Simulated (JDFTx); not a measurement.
Tc:

```
CELL_PARAMETERS angstrom
2.74000 0.00000 0.00000
-1.37000 2.37291 0.00000
0.00000 0.00000 4.39800
ATOMIC_POSITIONS crystal
Tc 0.66667 0.33333 0.75000
Tc 0.33333 0.66667 0.25000
```

Base run:

| Item | Value |
| --- | --- |
| Program | JDFTx 1.7.0 (patched build) |
| Functional | PBE |
| Potentials or basis | PseudoDojo-SR-PBE-0.5-standard with smoothed tails |
| Cutoff | 1143 eV |
| Density cutoff | 9143 eV |
| k mesh | 11 × 11 × 6 |
| Occupations | fermi-dirac, width 0.05 eV |
| Spin | no spin polarisation |
| Hubbard terms | Tc d U = 3 eV |

Its results: band gap on the k mesh none (metal or under the smearing width); pressure -5.8 GPa.

Task: The run is repeated on the same cell with these changes: hubbard terms from Tc d U = 3 eV to Tc d U = 4 eV. What comes out?

Result: Band gap on the k mesh none (metal or under the smearing width); pressure -8.8 GPa.

Caveats: U without spin polarisation on a metal has little footing; the U is typed as a test and isn't derived for this compound.
